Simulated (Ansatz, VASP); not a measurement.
Al: VASP beside Ansatz

INCAR

```
PREC = Accurate
ENCUT = 520
EDIFF = 1E-7
ISMEAR = 1
SIGMA = 0.1
LREAL = F
LASPH = T
NELM = 100
ALGO = Normal
ISIF = 2
LWAVE = F
LCHARG = F
LDIPOL = T
IDIPOL = 3
DIPOL = 0.5 0.5 0.666
GGA = PS
NBANDS = 14
```

The input KPOINTS:

```
regular mesh
0
Gamma
  15 15 1
```

File POSCAR:

```
Al
1.0
    2.8980720095      0.0000000000      0.0000000000
   -1.4490360048      2.5098039822      0.0000000000
    0.0000000000      0.0000000000     28.4342552129
Al
4
Direct
    0.6666666667      0.3333333333      0.5441533430
    0.3333333333      0.6666666667      0.6251512055
    0.0000000000      1.0000000000      0.7062037848
    0.6666666667      0.3333333333      0.7882124116
```

Input for Ansatz:

```yaml
crystal:
  lattice:
    - [2.8980720095, 0.0, 0.0]
    - [-1.4490360048, 2.5098039822, 0.0]
    - [0.0, 0.0, 28.4342552129]
  atoms:
    - { symbol: Al, position: [0.6666666667, 0.3333333333, 0.544153343] }
    - { symbol: Al, position: [0.3333333333, 0.6666666667, 0.6251512055] }
    - { symbol: Al, position: [0.0, 1.0, 0.7062037848] }
    - { symbol: Al, position: [0.6666666667, 0.3333333333, 0.7882124116] }
basis:
  ecutwfc: 420
kpoints:
  mp_grid: { grid: [15, 15, 1] }
hamiltonian:
  xc: pbesol
  pseudopotentials: { kind: paw, azcp: { folder: soft_1 } }
scf:
  occupations: { method: methfessel_paxton, width: 0.1 }
  n_extra_bands: 7
  max_iter: 160
output:
  forces: true
  eigenvalues: true
  write_density: true
  write_potential: true
  elf: true
  volumetric_format: npy
efield:
  axis: 3
  dipole_correction: true
```

Alike in both runs: task single point; functional PBEsol; k mesh 15 × 15 × 1; occupations methfessel-paxton of order 1, width 0.1 eV; no spin polarisation.

|  | VASP | Ansatz |
| --- | --- | --- |
| version | VASP 6.6.1 | Ansatz 0.2.0 |
| potentials or method | VASP PAW PBE potentials, release 64 (Al) | scalar-relativistic, plane waves, PAW |
| plane-wave cutoff (eV) | 520 | 420 |
| valence electrons in the cell | 12 | 12 |

```tsv
	VASP	Ansatz	Ansatz less VASP
gap on the k mesh at the Fermi level (eV)	none	none	-
rms of the force components (eV/Å)	0.042	0.042	+0.0008
```

Atom by atom the forces differ by 0.002 eV/Å (rms over components). A gap of «none» marks a metal or a gap that the smearing closes. Ansatz warned: «pseudo_functional_mismatch».

Caveats: the PAW data sets were made with another functional, which shifts forces and pressure a little (VASP).
